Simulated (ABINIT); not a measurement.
# Ge (Fd-3m) in ABINIT: further runs

The runs below take Ge through equation of state, with PBE+D3(BJ), PBE+D2.

Program: ABINIT 10.8.3 (patched build). These are calculated values, not measurements. Logs are shortened: lines on timing, memory, paths and dates and some standing lists are left out, and cuts for length are marked. The log counts tension as positive stress, the text compression.

**Experimental background.**

“Sub-monolayer structures of Ag overlayers on Ge(111): experimental observations and first-principles study”, 2019, arxiv:1908.00180 quotes, for a bulk crystal of Ge: bulk modulus 75.8 GPa.

How close the calculation comes is told below.

## 1. The structure

Symmetry: Fd-3m, No. 227, cubic system. Conventional cell: a = 5.658 Å, b = 5.658 Å, c = 5.658 Å, α = 90.00°, β = 90.00°, γ = 90.00°. Ge (site symmetry -43m) has 4 Ge at 2.45 Å as nearest neighbours.

## 2. Equation of state, PBE+D3(BJ)

File run.abi:

```
ndtset 7
getwfk -1
scalecart1 3*0.9795861087
scalecart2 3*0.9864848297
scalecart3 3*0.9932883884
scalecart4 3*1.0000000000
scalecart5 3*1.0066227096
scalecart6 3*1.0131594038
scalecart7 3*1.0196128224

pp_dirpath "./"
pseudos "Ge.GGA_PBE-JTH.xml"

acell 7.5601949712 7.5601949712 7.5601949712
rprim
     0.0000000000     0.7071067812     0.7071067812
     0.7071067812     0.0000000000     0.7071067812
     0.7071067812     0.7071067812     0.0000000000
ntypat 1
znucl 32
natom 2
typat 1 1
xred
     0.7500000000     0.7500000000     0.7500000000
     0.5000000000     0.5000000000     0.5000000000

ecut 598.650497 eV
pawecutdg 44.0
pawxcdev 0

kptopt 1
ngkpt 8 8 8
nshiftk 1
shiftk 0.0 0.0 0.0

ixc 11
vdw_xc 7

nband 18
occopt 3
tsmear 0.00183747

nstep 100
tolvrs 1.0e-9

iomode 3
prtwf 1
prtden 0
prteig 0
prtebands 0
```

Potentials or basis: JTH PAW PBE v2.0.

The run is started by

```console
> abinit run.abi > log 2>&1
```

run.abo:

```text
.Version 10.8.3 of ABINIT
 DATASET    1 : space group Fd -3 m (#227); Bravais cF (face-center cubic)
================================================================================
 Values of the parameters that define the memory need for DATASET  1.
     intxc =       0    ionmov =       0      iscf =      17    lmnmax =      18
     lnmax =       6     mgfft =      32  mpssoang =       3    mqgrid =    3001
     natom =       2  nloc_mem =       2    nspden =       1   nspinor =       1
    nsppol =       1      nsym =      48    n1xccc =       1    ntypat =       1
    occopt =       3   xclevel =       2
       mpw =        1427          nfft =       32768          nkpt =          29
 PAW method is used; the additional fine FFT grid is defined by:
   mgfftf=        48    nfftf =    110592
================================================================================
================================================================================
[... 71 lines left out ...]
 DATASET    7 : space group Fd -3 m (#227); Bravais cF (face-center cubic)
================================================================================
 Values of the parameters that define the memory need for DATASET  7.
     intxc =       0    ionmov =       0      iscf =      17    lmnmax =      18
     lnmax =       6     mgfft =      36  mpssoang =       3    mqgrid =    3001
     natom =       2  nloc_mem =       2    nspden =       1   nspinor =       1
    nsppol =       1      nsym =      48    n1xccc =       1    ntypat =       1
    occopt =       3   xclevel =       2
       mpw =        1612          nfft =       46656          nkpt =          29
 PAW method is used; the additional fine FFT grid is defined by:
   mgfftf=        48    nfftf =    110592
================================================================================
================================================================================

--------------------------------------------------------------------------------
------------- Echo of variables that govern the present computation ------------
--------------------------------------------------------------------------------
 -outvars: echo values of preprocessed input variables --------
            acell      7.5601949712E+00  7.5601949712E+00  7.5601949712E+00 Bohr
              amu      7.26100000E+01
             ecut      2.20000000E+01 Hartree
           getwfk          -1
              ixc          11
           jdtset        1    2    3    4    5    6    7
         kptrlatt        8    0    0      0    8    0      0    0    8
          kptrlen1     5.92468958E+01
          kptrlen2     5.96641412E+01
          kptrlen3     6.00756310E+01
          kptrlen4     6.04815598E+01
          kptrlen5     6.08821116E+01
          kptrlen6     6.12774610E+01
          kptrlen7     6.16677739E+01
            natom           2
            nband          18
           ndtset           7
            ngfft1         32      32      32
            ngfft2         32      32      32
            ngfft3         32      32      32
            ngfft4         32      32      32
            ngfft5         36      36      36
            ngfft6         36      36      36
            ngfft7         36      36      36
          ngfftdg          48      48      48
             nkpt          29
            nstep         100
             nsym          48
           ntypat           1
           occopt           3
        pawecutdg      4.40000000E+01 Hartree
         pawxcdev           0
           prtden           0
        prtebands           0
           prteig           0
            rprim1     0.0000000000E+00  6.9267198023E-01  6.9267198023E-01
                       6.9267198023E-01  0.0000000000E+00  6.9267198023E-01
                       6.9267198023E-01  6.9267198023E-01  0.0000000000E+00
            rprim2     0.0000000000E+00  6.9755011263E-01  6.9755011263E-01
                       6.9755011263E-01  0.0000000000E+00  6.9755011263E-01
                       6.9755011263E-01  6.9755011263E-01  0.0000000000E+00
            rprim3     0.0000000000E+00  7.0236095512E-01  7.0236095512E-01
                       7.0236095512E-01  0.0000000000E+00  7.0236095512E-01
                       7.0236095512E-01  7.0236095512E-01  0.0000000000E+00
            rprim4     0.0000000000E+00  7.0710678120E-01  7.0710678120E-01
                       7.0710678120E-01  0.0000000000E+00  7.0710678120E-01
                       7.0710678120E-01  7.0710678120E-01  0.0000000000E+00
            rprim5     0.0000000000E+00  7.1178974407E-01  7.1178974407E-01
                       7.1178974407E-01  0.0000000000E+00  7.1178974407E-01
                       7.1178974407E-01  7.1178974407E-01  0.0000000000E+00
            rprim6     0.0000000000E+00  7.1641188486E-01  7.1641188486E-01
                       7.1641188486E-01  0.0000000000E+00  7.1641188486E-01
                       7.1641188486E-01  7.1641188486E-01  0.0000000000E+00
            rprim7     0.0000000000E+00  7.2097514092E-01  7.2097514092E-01
                       7.2097514092E-01  0.0000000000E+00  7.2097514092E-01
                       7.2097514092E-01  7.2097514092E-01  0.0000000000E+00
          spgroup         227
           tolvrs      1.00000000E-09
           tsmear      1.83747000E-03 Hartree
            typat      1  1
           useylm           1
           vdw_xc           7
           xangst1     4.1567414054E+00  4.1567414054E+00  4.1567414054E+00
                       2.7711609369E+00  2.7711609369E+00  2.7711609369E+00
           xangst2     4.1860151966E+00  4.1860151966E+00  4.1860151966E+00
                       2.7906767978E+00  2.7906767978E+00  2.7906767978E+00
           xangst3     4.2148851795E+00  4.2148851795E+00  4.2148851795E+00
                       2.8099234530E+00  2.8099234530E+00  2.8099234530E+00
           xangst4     4.2433649972E+00  4.2433649972E+00  4.2433649972E+00
                       2.8289099981E+00  2.8289099981E+00  2.8289099981E+00
           xangst5     4.2714675713E+00  4.2714675713E+00  4.2714675713E+00
                       2.8476450475E+00  2.8476450475E+00  2.8476450475E+00
           xangst6     4.2992051507E+00  4.2992051507E+00  4.2992051507E+00
                       2.8661367671E+00  2.8661367671E+00  2.8661367671E+00
           xangst7     4.3265893613E+00  4.3265893613E+00  4.3265893613E+00
                       2.8843929075E+00  2.8843929075E+00  2.8843929075E+00
            xcart1     7.8551028325E+00  7.8551028325E+00  7.8551028325E+00
                       5.2367352216E+00  5.2367352216E+00  5.2367352216E+00
            xcart2     7.9104222805E+00  7.9104222805E+00  7.9104222805E+00
                       5.2736148537E+00  5.2736148537E+00  5.2736148537E+00
            xcart3     7.9649786414E+00  7.9649786414E+00  7.9649786414E+00
                       5.3099857609E+00  5.3099857609E+00  5.3099857609E+00
            xcart4     8.0187976970E+00  8.0187976970E+00  8.0187976970E+00
                       5.3458651313E+00  5.3458651313E+00  5.3458651313E+00
            xcart5     8.0719038655E+00  8.0719038655E+00  8.0719038655E+00
                       5.3812692437E+00  5.3812692437E+00  5.3812692437E+00
            xcart6     8.1243202939E+00  8.1243202939E+00  8.1243202939E+00
                       5.4162135293E+00  5.4162135293E+00  5.4162135293E+00
            xcart7     8.1760689521E+00  8.1760689521E+00  8.1760689521E+00
                       5.4507126347E+00  5.4507126347E+00  5.4507126347E+00
             xred      7.5000000000E-01  7.5000000000E-01  7.5000000000E-01
                       5.0000000000E-01  5.0000000000E-01  5.0000000000E-01
            znucl       32.00000

================================================================================

 chkinp: Checking input parameters for consistency, jdtset=   1.

 chkinp: Checking input parameters for consistency, jdtset=   2.
[... 40 lines left out ...]
 getcut: wavevector=  0.0000  0.0000  0.0000  ngfft=  48  48  48
         ecut(hartree)=     44.000   => boxcut(ratio)=   2.17057

--- Pseudopotential description ------------------------------------------------
- pspini: atom type   1  psp file is ./Ge.GGA_PBE-JTH.xml
 Pseudopotential format is: paw10
 basis_size (lnmax)=  6 (lmn_size= 18), orbitals=   0   0   1   1   2   2
 Spheres core radius: rc_sph= 2.30476891
 Shapefunction is SIN type: shapef(r)=[sin(pi*r/rshp)/(pi*r/rshp)]**2
 Radius for shape functions =  1.99988291
 Compensation charge density is not taken into account in XC energy/potential

   1.13473484E+03                                ecore*ucvol(ha*bohr**3)
--------------------------------------------------------------------------------

[... 1307 lines left out ...]
-Cartesian components of stress tensor (GPa)         [Pressure= -2.5192E+00 GPa]
- sigma(1 1)=  2.51916598E+00  sigma(3 2)=  0.00000000E+00
- sigma(2 2)=  2.51916598E+00  sigma(3 1)=  0.00000000E+00
- sigma(3 3)=  2.51916598E+00  sigma(2 1)=  0.00000000E+00

== END DATASET(S) ==============================================================
================================================================================

 -outvars: echo values of variables after computation  --------
            acell      7.5601949712E+00  7.5601949712E+00  7.5601949712E+00 Bohr
           etotal1    -1.9117737667E+02
           etotal2    -1.9117856205E+02
           etotal3    -1.9117938628E+02
           etotal4    -1.9117987204E+02
           etotal5    -1.9118007031E+02
           etotal6    -1.9118001137E+02
           etotal7    -1.9117971958E+02
            fcart1    -3.0127966064E-31  1.5063983032E-30 -2.3098107316E-30
                       3.0127966064E-31 -1.5063983032E-30  2.3098107316E-30
            fcart2    -4.3629358054E-31  2.1191402483E-31  2.3684508658E-31
                       4.3629358054E-31 -2.1191402483E-31 -2.3684508658E-31
            fcart3     3.9616473100E-31  3.9616473100E-31 -2.7731531170E-30
                      -3.9616473100E-31 -3.9616473100E-31  2.7731531170E-30
            fcart4     0.0000000000E+00  0.0000000000E+00  1.9675291360E-31
                       0.0000000000E+00  0.0000000000E+00 -1.9675291360E-31
            fcart5     2.1989075518E-31 -2.1989075518E-31 -7.3296918394E-32
                      -2.1989075518E-31  2.1989075518E-31  7.3296918394E-32
[... 38 lines left out ...]
                       0.0000000000E+00  0.0000000000E+00  0.0000000000E+00
           xangst1     4.1567414054E+00  4.1567414054E+00  4.1567414054E+00
                       2.7711609369E+00  2.7711609369E+00  2.7711609369E+00
           xangst2     4.1860151966E+00  4.1860151966E+00  4.1860151966E+00
                       2.7906767978E+00  2.7906767978E+00  2.7906767978E+00
           xangst3     4.2148851795E+00  4.2148851795E+00  4.2148851795E+00
                       2.8099234530E+00  2.8099234530E+00  2.8099234530E+00
           xangst4     4.2433649972E+00  4.2433649972E+00  4.2433649972E+00
                       2.8289099981E+00  2.8289099981E+00  2.8289099981E+00
           xangst5     4.2714675713E+00  4.2714675713E+00  4.2714675713E+00
                       2.8476450475E+00  2.8476450475E+00  2.8476450475E+00
           xangst6     4.2992051507E+00  4.2992051507E+00  4.2992051507E+00
                       2.8661367671E+00  2.8661367671E+00  2.8661367671E+00
           xangst7     4.3265893613E+00  4.3265893613E+00  4.3265893613E+00
                       2.8843929075E+00  2.8843929075E+00  2.8843929075E+00
             xred      7.5000000000E-01  7.5000000000E-01  7.5000000000E-01
                       5.0000000000E-01  5.0000000000E-01  5.0000000000E-01
 Calculation completed.
```

Run time: 3.6 min. Hardware: 1 thread of Arm Neoverse V1, shared host; peak memory 0.17 GiB.

What came out:

```
Equilibrium volume                      : 23.20 Å³/atom
Bulk modulus                            : 62 GPa
Pressure derivative of the bulk modulus : 5.1
```

Energy against volume, from the lowest point:
| volume (Å³/atom) | energy (meV/atom) |
| --- | --- |
| 21.281 | 36.65 |
| 21.733 | 20.52 |
| 22.186 | 9.31 |
| 22.639 | 2.70 |
| 23.092 | 0.00 |
| 23.545 | 0.80 |
| 23.997 | 4.77 |

Caveat: pressures at fixed basis lie under the slope of the energies; the atomic spheres overlap.

## 3. Equation of state, PBE+D2

Edit run.abi of step 2 so:

```diff
@@ -36,3 +36,3 @@
 ixc 11
-vdw_xc 7
+vdw_xc 5
```

Potentials or basis: JTH PAW PBE v2.0.

The run is started by

```console
> abinit run.abi > log 2>&1
```

Run time: 3.6 min. Hardware: 1 thread of Arm Neoverse V1, shared host; peak memory 0.16 GiB.

Results (log left out):

```
Equilibrium volume                      : 22.48 Å³/atom
Bulk modulus                            : 68 GPa
Pressure derivative of the bulk modulus : 5.2
```

Energy against volume, from the lowest point:
```
volume (Å³/atom)  energy (meV/atom)
          21.281              15.07
          21.733               5.48
          22.186               0.57
          22.639               0.00
          23.092               3.09
          23.545               9.44
          23.997              18.75
```

Caveat: pressures at fixed basis lie under the slope of the energies; the atomic spheres overlap.

## 4. How close it comes

Step 2. A measured bulk modulus of Ge is 75.8 GPa (quoted in “Sub-monolayer structures of Ag overlayers on Ge(111): experimental observations and first-principles study”, 2019, arxiv:1908.00180); the calculated 62 GPa misses it by -18.2 %. The fit is for a static lattice scaled at fixed shape and fixed fractional positions. The cell as given is a measured one (22.64 Å³/atom); PBE+D3(BJ) puts the equilibrium volume +2.5 % from it, thermal expansion not counted.

Step 3. Measured bulk modulus of Ge: 75.8 GPa (quoted in “Sub-monolayer structures of Ag overlayers on Ge(111): experimental observations and first-principles study”, 2019, arxiv:1908.00180). This calculation gives 68 GPa (-10.0 %). The fit is for a static lattice scaled at fixed shape and fixed fractional positions. The cell as given is a measured one (22.64 Å³/atom); PBE+D2 puts the equilibrium volume -0.7 % from it, thermal expansion not counted.
